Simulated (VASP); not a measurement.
## VASP 6.6.1 run: KF

INCAR

```
ENCUT = 520
NBANDS = 15
IBRION = -1
NSW = 0
SIGMA = 0.02
PREC = Accurate
LCHARG = .FALSE.
ISMEAR = -1
ISIF = 2
LREAL = .FALSE.
LASPH = .TRUE.
EDIFF = 1E-7
LWAVE = .FALSE.
GGA = PE
NELM = 80
```

KPOINTS

```
KPOINTS created by Atomic Simulation Environment
0
Monkhorst-Pack
8 8 8
0 0 0
```

POSCAR

```
K  F
 1.0000000000000000
     0.0708899445000000    2.9354014298000002    2.9354014298000002
     2.9354014298000002    0.0708899445000000    2.9354014298000002
     3.0062913742999999    3.0062913742999999    0.0000000000000000
 K   F
   1   1
Cartesian
  0.0000000000000000  0.0000000000000000  0.0315958162261316
  1.5031456871499997  1.5031456871499997  1.4361048986738683
```

The recommended PBE PAW datasets give the neutral cell 16 valence electrons.

Command

```
mpirun -np 1 vasp_std
```

OSZICAR

```
N       E                     dE             d eps       ncg     rms          rms(c)
DAV:   1     0.109220933365E+03    0.10922E+03   -0.78484E+03  4320   0.993E+02
DAV:   2    -0.441776504004E+01   -0.11364E+03   -0.10416E+03  5686   0.272E+02
DAV:   3    -0.950893396183E+01   -0.50912E+01   -0.50649E+01  5850   0.522E+01
DAV:   4    -0.969390628537E+01   -0.18497E+00   -0.18495E+00  5951   0.868E+00
DAV:   5    -0.969495351992E+01   -0.10472E-02   -0.10472E-02  5843   0.812E-01    0.684E+00
DAV:   6    -0.816021512319E+01    0.15347E+01   -0.46201E+00  4747   0.160E+01    0.391E+00
DAV:   7    -0.811564266554E+01    0.44572E-01   -0.12353E-01  4828   0.254E+00    0.231E+00
DAV:   8    -0.811340617575E+01    0.22365E-02   -0.79118E-02  4600   0.262E+00    0.319E-01
DAV:   9    -0.811697244012E+01   -0.35663E-02   -0.84538E-03  5325   0.582E-01    0.148E-01
DAV:  10    -0.811898878289E+01   -0.20163E-02   -0.22428E-03  4432   0.400E-01    0.574E-02
DAV:  11    -0.811893592616E+01    0.52857E-04   -0.17557E-04  5909   0.105E-01    0.166E-02
DAV:  12    -0.811894624898E+01   -0.10323E-04   -0.16119E-05  4636   0.336E-02    0.418E-03
DAV:  13    -0.811894760691E+01   -0.13579E-05   -0.16609E-06  5122   0.110E-02    0.262E-03
DAV:  14    -0.811894757191E+01    0.35001E-07   -0.42692E-07  5447   0.506E-03
   1 F= -.81189476E+01 E0= -.81189476E+01  d E =-.249634E-10
```

From OUTCAR

```
k-points           NKPTS =    144   k-points in BZ     NKDIM =    144   number of bands    NBANDS=     15

   NELECT =      16.0000    total number of electrons

   dimension x,y,z NGX =    32 NGY =   32 NGZ =   32
   dimension x,y,z NGXF=    64 NGYF=   64 NGZF=   64

  energy-cutoff  :      520.00
  volume of cell :       50.56
      direct lattice vectors                 reciprocal lattice vectors
     0.070889944  2.935401430  2.935401430    -0.174549833  0.174549833  0.170334454
     2.935401430  0.070889944  2.935401430     0.174549833 -0.174549833  0.170334454
     3.006291374  3.006291374  0.000000000     0.166317877  0.166317877 -0.170334454

 k-points in reciprocal lattice and weights: KPOINTS created by Atomic Simulation Env
   0.06250000  0.06250000  0.06250000       0.004
   0.18750000  0.06250000  0.06250000       0.008
   0.31250000  0.06250000  0.06250000       0.008
   0.43750000  0.06250000  0.06250000       0.008
  -0.43750000  0.06250000  0.06250000       0.008
  -0.31250000  0.06250000  0.06250000       0.008
  -0.18750000  0.06250000  0.06250000       0.008
  -0.06250000  0.06250000  0.06250000       0.008
   ...

 E-fermi :  -3.1961

 k-point     1 :       0.0625    0.0625    0.0625
  band No.  band energies     occupation
      1     -29.8441      2.00000
      2     -22.1776      2.00000
      3     -13.2539      2.00000
      4     -13.2509      2.00000
      5     -13.2490      2.00000
      6      -3.8809      2.00000
      7      -3.8523      2.00000
      8      -3.8247      2.00000
      9       1.5870      0.00000
     10       7.8444      0.00000
     11       8.0138      0.00000
     12       8.0956      0.00000
     13       8.4530      0.00000
     14       8.4561      0.00000
     15      12.5168      0.00000

 k-point     2 :       0.1875    0.0625    0.0625
  band No.  band energies     occupation
      1     -29.8360      2.00000
      2     -22.1925      2.00000
      3     -13.2792      2.00000
      4     -13.2619      2.00000
      5     -13.2568      2.00000
      6      -3.8961      2.00000
      7      -3.8438      2.00000
      8      -3.8184      2.00000
      9       2.0034      0.00000
     10       7.5179      0.00000
     11       7.6371      0.00000
     12       8.1322      0.00000
     13       8.5216      0.00000
     14       8.6718      0.00000
     15      11.9959      0.00000

 k-point     3 :       0.3125    0.0625    0.0625
  band No.  band energies     occupation
      1     -29.8200      2.00000
      2     -22.2204      2.00000
      3     -13.3343      2.00000
      4     -13.2779      2.00000
      5     -13.2748      2.00000
      6      -3.9181      2.00000
      7      -3.8091      2.00000
      8      -3.7992      2.00000
      9       2.8755      0.00000
     10       7.0029      0.00000
     11       7.3221      0.00000
     12       7.6479      0.00000
     13       8.9034      0.00000
     14       8.9996      0.00000
     15      10.9312      0.00000

 ...

  Total        0.2928228      0.2928228      0.2830470     -0.0970187      0.0000000      0.0000000
  in kB        9.2797517      9.2797517      8.9699506     -3.0745886      0.0000000      0.0000000
  external PRESSURE =       9.1764847 kB  Pullay stress =       0.0000000 kB

 POSITION                                       TOTAL-FORCE (eV/Angst)
 -----------------------------------------------------------------------------------
      3.00629      3.00629      0.03160         0.000000      0.000000      0.004078
      1.50315      1.50315      1.43610         0.000000      0.000000     -0.004078
 -----------------------------------------------------------------------------------
    total drift:                               -0.000001     -0.000001      0.000265

  FREE ENERGIE OF THE ION-ELECTRON SYSTEM (eV)
  ---------------------------------------------------
  free  energy   TOTEN  =        -8.1189475719 eV

  energy  without entropy=       -8.1189475719  energy(sigma->0) =       -8.11894757
```

It converged. Results: gap between bands v and c on the k mesh 5.23 eV; least direct gap on the k mesh 5.41 eV; pressure 0.9 GPa. Band v is the last that the valence electrons fill when counted band by band, and c is the next.

The shifted mesh misses Γ, so a band edge there is missed.

For comparison, a separate PBE run of the intended cell, on usual settings and not on those above, gives a gap of 5.15 eV on its mesh and a pressure of 0.9 GPa.

The run above took about 1.8 min on one core of a shared host (Intel Xeon Platinum 8488C) and held 0.24 GiB at most.
